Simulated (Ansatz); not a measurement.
The system is In.

```xyz
1
Lattice="-1.6255 1.6255 2.4737 1.6255 -1.6255 2.4737 1.6255 1.6255 -2.4737" Properties=species:S:1:pos:R:3 pbc="T T T"
In    0.0000    0.0000    0.0000
```

- Program: Ansatz 0.2.0
- Task: relaxation of cell and atoms
- Functional: B3LYP
- Potentials or basis: Ansatz PAW
- Cutoff: 420 eV (not typed: the program's choice for these potentials)
- k mesh: 6 × 6 × 6
- Occupations: fermi-dirac, width 0.05 eV
- Spin: no spin polarisation

At the start: volume 26.14 Å³/atom.

Problem. Where does the relaxation end?

Solution. It ends after 5 steps and the volume is 28.89 Å³/atom (+10.5 %); space group I4/mmm (No. 139, to 0.05 Å).

The path:
| step | energy change (eV) | largest force (eV/Å) | volume (Å³) |
| --- | --- | --- | --- |
| 1 | 0.0000 | 0.0000 | 26.14 |
| 2 | -0.0343 | 0.0000 | 28.44 |
| 3 | -0.0349 | 0.0000 | 28.82 |
| 4 | -0.0349 | 0.0000 | 28.89 |
| 5 | -0.0353 | 0.0000 | 28.89 |

Final structure:
```
In
1.0
    -1.66508    1.66508    2.60547
     1.66508   -1.66508    2.60547
     1.66508    1.66508   -2.60547
In
1
Cartesian
  0.0000 0.0000 0.0000
```

Caveat: the k mesh is coarse (spacing up to 0.46 Å⁻¹), so the values aren't converged, least of all with exact exchange; the plane-wave basis is chosen anew once the cell has moved, so the energies of steps on either side of that aren't comparable; the volume moved by +11 % from the deposited cell, more than functionals usually miss; the PAW data sets come from PBE, with cores solved anew for the run's functional, which leaves a small shift of forces and pressure.
